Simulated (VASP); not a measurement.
CdSe, 2 atoms in the cell. It takes space group Fm-3m (No. 225, cubic). Conventional cell: a = 5.638 Å, b = 5.638 Å, c = 5.638 Å, α = 90.00°, β = 90.00°, γ = 90.00°. Cd (site symmetry m-3m) is surrounded by 6 Se at 2.82 Å. Around Se (site symmetry m-3m) lie 6 Cd at 2.82 Å. Measurements of this composition are mostly on another form, of space group No. 186.

* Program: VASP 6.6.1
* Task: single point
* Functional: PBEsol
* Potentials or basis: VASP PAW PBE potentials, release 64 (Cd, Se)
* Cutoff: 900 eV
* k mesh: 12 × 12 × 12
* Occupations: gaussian, width 0.1 eV
* Spin: no spin polarisation
* Further INCAR settings: ALGO = Normal; EDIFF = 1e-06

Potentials or basis: VASP PAW PBE potentials, release 64 (Cd, Se).

The run is started by

```sh
$ cat potpaw_PBE.64/Cd/POTCAR potpaw_PBE.64/Se/POTCAR > POTCAR
$ mpirun -np 1 vasp_std > vasp.out
```

Hardware: 1 thread of Intel(R) Xeon(R) 6975P-C (Granite Rapids), on a shared host.

How long does it take, and how much memory?

It took 30 s on 1 thread of Intel(R) Xeon(R) 6975P-C (Granite Rapids), on a shared host, peak memory 0.31 GiB. Counts: scf iterations 13, k points 72.
